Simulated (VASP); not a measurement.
# CdTe (F-43m) in VASP: further runs, part 2 of 2

VASP 6.6.1. Earlier steps stand in the parts before.

## (3) Born charges and dielectric tensor, PBE

File INCAR:

```
SYSTEM = CdTe
PREC = Accurate ; ENCUT = 350
EDIFF = 1E-8 ; ISMEAR = 0
SIGMA = 0.02 ; LREAL = .False.
LASPH = .True. ; NELM = 80
ALGO = Normal ; ISIF = 2
LWAVE = .False. ; LCHARG = .False.
GGA = PE ; LEPSILON = .True.
IBRION = 8 ; NSW = 1
```

File KPOINTS:

```
Automatic mesh
0
Gamma
  8 8 8
  0 0 0
```

File POSCAR:

```
CdTe                                    
1.0
    0.0000000000      3.3034509993      3.3034509993
    3.3034509993      0.0000000000      3.3034509993
    3.3034509993      3.3034509993     -0.0000000000
  Cd              Te            
     1     1
Direct
     0.0000000000000000    0.0000000000000000    0.0000000000000000
     0.2500000000000000    0.2500000000000000    0.2500000000000000
```

Potentials or basis: VASP PAW PBE potentials, release 64 (Cd, Te).

Command:

```
cat potpaw_PBE.64/Cd/POTCAR potpaw_PBE.64/Te/POTCAR > POTCAR
mpirun -np 1 vasp_std > vasp.out
```

OUTCAR:

```text
SYSTEM = CdTe
   PREC = Accurate
   ENCUT = 350
   EDIFF = 1E-8
   ISMEAR = 0
   LREAL = .False.
   LASPH = .True.
   NELM = 80
   ISIF = 2
   GGA = PE
   LEPSILON = .True.
   IBRION = 8
   NSW = 1

 ion  position               nearest neighbor table
   1  0.000  0.000  0.000-   2 2.86   2 2.86   2 2.86   2 2.86
   2  0.250  0.250  0.250-   1 2.86   1 2.86   1 2.86   1 2.86

  LATTYP: Found a face centered cubic cell.
 ALAT       =     6.6069019986

  Lattice vectors:

 A1 = (   0.0000000000,   3.3034509993,   3.3034509993)
 A2 = (   3.3034509993,   0.0000000000,   3.3034509993)
 A3 = (   3.3034509993,   3.3034509993,   0.0000000000)

Analysis of symmetry for initial positions (statically):
=====================================================================
 Subroutine PRICEL returns:
 Original cell was already a primitive cell.

 Routine SETGRP: Setting up the symmetry group for a
 face centered cubic supercell.

 Subroutine GETGRP returns: Found 24 space group operations
 (whereof 24 operations were pure point group operations)
 out of a pool of 48 trial point group operations.

The static configuration has the point symmetry T_d .

Analysis of symmetry for dynamics (positions and initial velocities):
=====================================================================
 Subroutine PRICEL returns:
 Original cell was already a primitive cell.

 Routine SETGRP: Setting up the symmetry group for a
 face centered cubic supercell.

 Subroutine GETGRP returns: Found 24 space group operations
 (whereof 24 operations were pure point group operations)
 out of a pool of 48 trial point group operations.

The dynamic configuration has the point symmetry T_d .

 Subroutine INISYM returns: Found 24 space group operations
 (whereof 24 operations are pure point group operations),
 and found     1 'primitive' translations

----------------------------------------------------------------------------------------

                                     Primitive cell

  volume of cell :      72.0997

  direct lattice vectors                    reciprocal lattice vectors
     0.000000000  3.303450999  3.303450999    -0.151356869  0.151356869  0.151356869
     3.303450999  0.000000000  3.303450999     0.151356869 -0.151356869  0.151356869
     3.303450999  3.303450999  0.000000000     0.151356869  0.151356869 -0.151356869

  length of vectors
     4.671785206  4.671785206  4.671785206     0.262157787  0.262157787  0.262157787

  position of ions in fractional coordinates (direct lattice)
     0.000000000  0.000000000  0.000000000
     0.250000000  0.250000000  0.250000000

  ion indices of the primitive-cell ions
[... 574 lines left out ...]
    -0.00027 -0.68936  0.00000
    -0.68936 -0.00027  0.00000
     0.00000  0.00000 -0.00019

--------------------------------------- Ionic step        4  -------------------------------------------

------------------------ aborting loop because EDIFF is reached ----------------------------------------

[... ionic steps 5 to 6 ...]

--------------------------------------- Ionic step        7  -------------------------------------------

 Free energy of the ion-electron system (eV)
  ---------------------------------------------------
  ---------------------------------------------------
  free energy    TOTEN  =        -0.04906569 eV

  energy without entropy =       -0.04906569

------------------------ aborting loop because EDIFF is reached ----------------------------------------

 INTERNAL STRAIN TENSOR  FOR ION    2  DIRECTION 1   (eV/Angst):
 -----------------------------------------------------------------------------
     0.01101  0.00000  0.00000
     0.00000 -0.00300 -4.59882
     0.00000 -4.59882 -0.00300

 MACROSCOPIC STATIC DIELECTRIC TENSOR (including local field effects in DFT)
 ------------------------------------------------------
          12.492918    -0.000000    -0.000000
           0.000000    12.492918    -0.000000
           0.000000     0.000000    12.492918
 ------------------------------------------------------

 PIEZOELECTRIC TENSOR (including local field effects)  for field in x, y, z        (e  Angst)
          XX          YY          ZZ          XY          YZ          ZX
  --------------------------------------------------------------------------------
  x     0.00000    -0.00000    -0.00000     0.00000    -3.12023     0.00000
  y    -0.00000    -0.00000    -0.00000    -0.00000    -0.00000    -3.12023
  z     0.00000     0.00000     0.00000    -3.12023    -0.00000     0.00000

 PIEZOELECTRIC TENSOR (including local field effects)  for field in x, y, z        (C/m^2)
          XX          YY          ZZ          XY          YZ          ZX
  --------------------------------------------------------------------------------
  x     0.00000    -0.00000    -0.00000     0.00000    -0.69337     0.00000
  y    -0.00000    -0.00000    -0.00000    -0.00000    -0.00000    -0.69337
  z     0.00000     0.00000     0.00000    -0.69337    -0.00000     0.00000

 BORN EFFECTIVE CHARGES (including local field effects) (in |e|, cummulative output)
 ---------------------------------------------------------------------------------
 ion    1
    1     2.39234     0.00000     0.00000
    2     0.00000     2.39234     0.00000
    3     0.00000     0.00000     2.39234
 ion    2
    1    -2.39234     0.00000     0.00000
    2     0.00000    -2.39234     0.00000
    3     0.00000     0.00000    -2.39234

 INTERNAL STRAIN TENSOR FOR ION    2 for displacements in x,y,z  (eV/Angst):
          X           Y           Z          XY          YZ          ZX
  --------------------------------------------------------------------------------
  x    -0.00000     0.00000     0.00000     0.00000    -4.59882     0.00000
  y     0.00000     0.00000     0.00000     0.00000     0.00000    -4.59882
  z     0.00000     0.00000    -0.00000    -4.59882     0.00000     0.00000

 SECOND DERIVATIVES (NOT SYMMETRIZED)
 ------------------------------------
               1X          1Y          1Z          2X          2Y          2Z
  1X    -3.855736    0.000000    0.000000    3.855736    0.000000    0.000000
  1Y     0.000000   -3.855736    0.000000    0.000000    3.855736    0.000000
  1Z     0.000000    0.000000   -3.855736    0.000000    0.000000    3.855736
  2X     3.863352    0.000000    0.000000   -3.863352    0.000000    0.000000
  2Y     0.000000    3.863352    0.000000    0.000000   -3.863352    0.000000
  2Z     0.000000    0.000000    3.863352    0.000000    0.000000   -3.863352

 Eigenvectors and eigenvalues of the dynamical matrix
 ----------------------------------------------------

   1 f  =    3.972748 THz    24.961514 2PiTHz  132.516619 cm-1    16.429959 meV
             X         Y         Z           dx          dy          dz
      0.000000  0.000000  0.000000     0.000000    0.728801    0.000000
      1.651725  1.651725  1.651725     0.000000   -0.684726    0.000000
[... 21 lines left out ...]
   6 f/i=    0.001956 THz     0.012290 2PiTHz    0.065247 cm-1     0.008090 meV
             X         Y         Z           dx          dy          dz
      0.000000  0.000000  0.000000     0.000000    0.000000   -0.684726
      1.651725  1.651725  1.651725     0.000000    0.000000   -0.728801

--------------------------------------------------------------------------------------------------------

 MACROSCOPIC STATIC DIELECTRIC TENSOR IONIC CONTRIBUTION
 ------------------------------------------------------
           3.721705     0.000000     0.000000
           0.000000     3.721705    -0.000000
           0.000000    -0.000000     3.721705
 ------------------------------------------------------

 ELASTIC MODULI CONTR FROM IONIC RELAXATION (kBar)
 Direction    XX          YY          ZZ          XY          YZ          ZX
 --------------------------------------------------------------------------------
 XX          -0.0000      0.0000      0.0000     -0.0000      0.0000     -0.0000
 YY           0.0000     -0.0000     -0.0000     -0.0000     -0.0000      0.0000
 ZZ           0.0000     -0.0000     -0.0000     -0.0000     -0.0000     -0.0000
 XY          -0.0000     -0.0000     -0.0000   -127.4526     -0.0000      0.0000
 YZ           0.0000     -0.0000     -0.0000     -0.0000   -127.4526     -0.0000
 ZX          -0.0000      0.0000     -0.0000      0.0000     -0.0000   -127.4526
 --------------------------------------------------------------------------------

 PIEZOELECTRIC TENSOR IONIC CONTR  for field in x, y, z        (C/m^2)
          XX          YY          ZZ          XY          YZ          ZX
  --------------------------------------------------------------------------------
  x    -0.00000     0.00000     0.00000     0.00000     0.64806     0.00000
  y     0.00000    -0.00000     0.00000    -0.00000     0.00000     0.64806
  z     0.00000     0.00000     0.00000     0.64806     0.00000    -0.00000
```

OSZICAR:

```text
N       E                     dE             d eps       ncg     rms          rms(c)
DAV:   1     0.834377465764E+02    0.83438E+02   -0.68258E+03   754   0.869E+02
DAV:   2    -0.183059279947E+01   -0.85268E+02   -0.82317E+02   914   0.242E+02
DAV:   3    -0.501253709778E+01   -0.31819E+01   -0.31777E+01   854   0.504E+01
DAV:   4    -0.504418489635E+01   -0.31648E-01   -0.31645E-01  1083   0.424E+00
[... 12 lines left out ...]
RMM:   8    -0.490657526001E-01   -0.10900E-05   -0.15515E-08  4106   0.335E-04    0.673E-05
RMM:   9    -0.490655956723E-01    0.15693E-06   -0.65251E-10  3835   0.150E-04    0.225E-05
RMM:  10    -0.490656647797E-01   -0.69107E-07    0.20204E-09  4132   0.265E-05    0.771E-06
RMM:  11    -0.490656865890E-01   -0.21809E-07    0.39113E-09  3826   0.102E-05    0.195E-06
RMM:  12    -0.490656879482E-01   -0.13592E-08    0.76972E-10  3061   0.212E-06    0.129E-06
 Linear response finished
```

stdout:

```text
POSCAR found type information on POSCAR CdTe
 POSCAR found :  2 types and       2 ions
 scaLAPACK will be used
 LDA part: xc-table for (Slater+PW92), standard interpolation
 POSCAR, INCAR and KPOINTS ok, starting setup
 FFT: planning ... GRIDC
 FFT: planning ... GRID_SOFT
 FFT: planning ... GRID
 WAVECAR not read
 entering main loop
[... 24 lines left out ...]
 dielectric tensor                  component  3 :     1.780     1.447    12.493
 Linear response DOF=           2
 Linear response progress:
 first order change of Fermi-energy   0.64456E+01
 force on displaced ion       1 direction 1 :  -3.856   0.000   0.000
 Born effective charge ion    1 direction 1 :   2.352   0.000   0.000
 Linear response progress:
 first order change of Fermi-energy  -0.64453E+01
 force on displaced ion       2 direction 1 :  -3.863  -0.000  -0.000
 Born effective charge ion    2 direction 1 :  -2.435   0.000   0.000
 Born effective charges drift removed
 Linear response finished
```

Wall time 7.6 min (1 thread of Intel Xeon Platinum 8259CL at 2.50GHz (Skylake/Cascade Lake), shared host); peak memory 0.28 GiB.

Results:

| Quantity | Value |
| --- | --- |
| Band gap on the k mesh | 0.59 eV, direct |
| Electronic dielectric tensor (diagonal) | 12.49 |
| Born charges (mean of the diagonal) | Cd +2.39; Te -2.39 e |
| Highest phonon frequency at Γ, LO-TO splitting left out | 133 cm⁻¹ |

Levels at points of the mesh, in eV from the valence-band top:
```csv
k point,band 7,band 8,band 9,band 10,band 11,band 12
"(0.00, 0.00, 0.00)",0.00,0.00,0.00,0.59,4.63,4.63
"(0.50, 0.00, 0.00)",-4.11,-0.69,-0.69,1.76,5.21,5.21
"(0.50, 0.50, 0.00)",-4.04,-1.68,-1.68,2.67,2.73,8.54
```

Phonon frequencies in cm⁻¹ (negative: imaginary):
```
              q point        frequencies
(0.000, 0.000, 0.000)  0 0 0 133 133 133
```

Electronic dielectric tensor:
```
12.49  0.00  0.00
 0.00 12.49  0.00
 0.00  0.00 12.49
```

Born effective charge tensors (e):
atom 1, Cd
```
2.39 0.00 0.00
0.00 2.39 0.00
0.00 0.00 2.39
```
atom 2, Te
```
-2.39  0.00  0.00
 0.00 -2.39  0.00
 0.00  0.00 -2.39
```

Caveat: the gap is small at this level, which inflates the dielectric constant; spin-orbit coupling is left out, which moves the levels of the heavy elements.

## (4) How close it comes

Step 2. Against the measured gap of CdTe, 1.607 eV (0 K; a printed reference work, data compilation), the calculated 0.59 eV is off by -1.01 eV. So large a miss can be the level of theory's own, or it may mean another phase, state or a wrong row. Spin-orbit coupling on Cd, Te is left out. The value is that of PBE, without temperature or zero-point motion. Semilocal functionals fall short of measured gaps as a rule.

Step 3. Measured gap of CdTe: 1.607 eV (0 K; a printed reference work, data compilation). This calculation gives 0.59 eV (-1.01 eV). So large a miss can be the level of theory's own, or it may mean another phase, state or a wrong row. Spin-orbit coupling on Cd, Te is left out. The value is that of PBE, without temperature or zero-point motion. Semilocal functionals fall short of measured gaps as a rule.
